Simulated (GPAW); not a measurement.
Runs of GPAW 26.7.0 on WC (Qusongite). The structure is hexagonal, space group P-6m2 (No. 187). The conventional cell has a = 2.907 Å, b = 2.907 Å, c = 2.837 Å, α = 90.00°, β = 90.00°, γ = 120.00°. Around W (site symmetry -6m2) lie 6 C at 2.20 Å. Around C (site symmetry -6m2) lie 6 W at 2.20 Å. 

```tsv
level	U	gap on the mesh (eV)	pressure (GPa)
r2SCAN+U	W d U = 8 eV	none	11.2
r2SCAN+U	W d U = 6 eV	none	(c)
r2SCAN+U	W d U = 1 eV	none	(b)
r2SCAN	-	none	1.1
r2SCAN+U	W d U = 3 eV	none	4.3
r2SCAN+U	W d U = 5 eV	none	(a)
r2SCAN+U	W d U = 2 eV	none	3.2
r2SCAN+U	W d U = 4 eV	none	5.5
```

Alike in all rows: task single point; potentials or basis GPAW PAW data sets (gpaw-data 1.2.1), pw; no spin polarisation; cell as given; k mesh 9 × 9 × 8; cutoff (eV) 800; smearing fermi-dirac 0.05 eV.

Problem. Estimate the missing entries.

Solution. (a) 6.7; (b) 2.1; (c) 8.1.

Caveats: the PAW data sets were made with another functional, which shifts forces and pressure a little; U without spin polarisation on a metal has little footing (some runs); the U is typed as a test and isn't derived for this compound (some runs).

A k mesh can miss the band edges, and the runs leave out spin-orbit coupling on W.

A gap of «none» marks a metal or a gap under the smearing width.

Runs at the PBE level aren't shown here.
